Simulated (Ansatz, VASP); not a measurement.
**Two plane-wave programs on PbF2**

The input POSCAR:

```
PbF2
1.0
    5.5782091968      0.0000000000      0.0000000000
    0.0000000000      5.5782091968      0.0000000000
    0.0000000000      0.0000000000      3.9398845654
Pb F
2 4
Direct
    0.0000000000      0.0000000000      0.0000000000
    0.5000000000      0.5000000000      0.5000000000
    0.3092282397      0.3092282397      0.0000000000
    0.1907717603      0.8092282397      0.5000000000
    0.8092282397      0.1907717603      0.5000000000
    0.6907717603      0.6907717603      0.0000000000
```

The input INCAR.step1:

```
SYSTEM = PbF2
ALGO = Normal ; EDIFF = 1E-5
ENCUT = 520 ; GGA = PE
ISIF = 2 ; ISMEAR = 0
LASPH = .True. ; LCHARG = .False.
LREAL = .False. ; LWAVE = .True.
NBANDS = 37 ; NELM = 100
PREC = Accurate ; SIGMA = 0.01
```

The input INCAR.step2:

```
SYSTEM = PbF2
ALGO = Normal ; EDIFF = 1E-6
ENCUT = 520 ; GGA = PE
HFSCREEN = 0.2079 ; ISIF = 2
ISMEAR = 0 ; ISTART = 1
LASPH = .True. ; LCHARG = .False.
LHFCALC = .True. ; LREAL = .False.
LWAVE = .False. ; NBANDS = 37
NELM = 100 ; PREC = Accurate
PRECFOCK = Fast ; SIGMA = 0.01
```

The input KPOINTS:

```
k-points
0
Gamma
  2 2 4
  0 0 0
```

Input for Ansatz:

```yaml
crystal:
  lattice:
    - [5.5782091968, 0.0, 0.0]
    - [0.0, 5.5782091968, 0.0]
    - [0.0, 0.0, 3.9398845654]
  atoms:
    - { symbol: Pb, position: [0.0, 0.0, 0.0] }
    - { symbol: Pb, position: [0.5, 0.5, 0.5] }
    - { symbol: F, position: [0.3092282397, 0.3092282397, 0.0] }
    - { symbol: F, position: [0.1907717603, 0.8092282397, 0.5] }
    - { symbol: F, position: [0.8092282397, 0.1907717603, 0.5] }
    - { symbol: F, position: [0.6907717603, 0.6907717603, 0.0] }
kpoints:
  mp_grid: { grid: [2, 2, 4] }
hamiltonian:
  xc: hse06
scf:
  occupations: { method: fixed }
  n_extra_bands: 5
output:
  forces: true
  stress: true
  eigenvalues: true
  write_density: true
  write_potential: true
  elf: true
  volumetric_format: npy
```

The cell was built by a generator and needn't be a form met in nature.

Alike in both runs: task single point; functional HSE06; k mesh 2 × 2 × 4; no spin polarisation.

|  | VASP | Ansatz |
| --- | --- | --- |
| version | VASP 6.6.1 | Ansatz 0.2.0 |
| potentials or method | VASP PAW PBE potentials, release 64 (Pb_d, F) | plane waves, PAW |
| plane-wave cutoff (eV) | 520 | 420 |
| occupations | gaussian, width 0.01 eV | fixed |
| valence electrons in the cell | 56 | 56 |

|  | VASP | Ansatz | Ansatz less VASP |
| --- | --- | --- | --- |
| gap on the k mesh at the Fermi level (eV) | 4.85 | 4.85 | +0.003 |
| pressure (GPa) | 0.8 | 0.9 | +0.12 |
| largest component of the traceless stress (GPa) | 0.00 | 0.05 | +0.050 |
| rms of the force components (eV/Å) | 0.004 | 0.003 | -0.0013 |

Atom by atom the forces differ by 0.001 eV/Å (rms over components). Ansatz warned: «stress_exchange_threshold_loose».

Caveats: the k mesh is coarse (spacing up to 0.56 Å⁻¹), so the values aren't converged, least of all with exact exchange; the PAW data sets were made with another functional, which shifts forces and pressure a little (VASP); spin-orbit coupling is left out, which as a rule narrows the gap of such compounds by several tenths of an eV. A k mesh can miss the band edges.
